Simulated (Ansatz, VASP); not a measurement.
## Two plane-wave programs on Pd

Contents of INCAR:

```
PREC = Accurate
ENCUT = 520
EDIFF = 1E-6
ISMEAR = 0
SIGMA = 0.027000000000000003
LREAL = F
LASPH = T
NELM = 80
ALGO = Fast
ISIF = 2
LWAVE = F
LCHARG = F
GGA = PE
```

Contents of KPOINTS:

```
regular mesh
0
Gamma
  12 12 12
```

File POSCAR:

```
Pd
1.0
    0.0000000000      1.9465000000      1.9465000000
    1.9465000000      0.0000000000      1.9465000000
    1.9465000000      1.9465000000      0.0000000000
Pd
1
Direct
    0.0000000000      0.0000000000      0.0000000000
```

Contents of input.yaml:

```yaml
crystal:
  lattice:
    - [0.0, 1.9465, 1.9465]
    - [1.9465, 0.0, 1.9465]
    - [1.9465, 1.9465, 0.0]
  atoms:
    - { symbol: Pd, position: [0.0, 0.0, 0.0] }
hamiltonian:
  xc: pbe
  pseudopotentials: { kind: paw }
kpoints:
  mp_grid: { grid: [12, 12, 12] }
scf:
  occupations: { method: gaussian, width: 0.027 }
output:
  forces: true
  stress: true
  eigenvalues: true
```

Alike in both runs: task single point; functional PBE; k mesh 12 × 12 × 12; occupations gaussian, width 0.027 eV; no spin polarisation.

```csv
,VASP,Ansatz
version,VASP 6.6.1,Ansatz 0.2.0
potentials or method,"VASP PAW PBE potentials, release 64 (Pd)",Ansatz PAW
plane-wave cutoff (eV),520,420
valence electrons in the cell,10,18
```

|  | VASP | Ansatz | Ansatz less VASP |
| --- | --- | --- | --- |
| gap on the k mesh at the Fermi level (eV) | none | none | - |
| pressure (GPa) | 6.5 | 6.9 | +0.34 |

A gap of «none» marks a metal or a gap that the smearing closes. The two sets of potentials don't hold the same shells in valence.
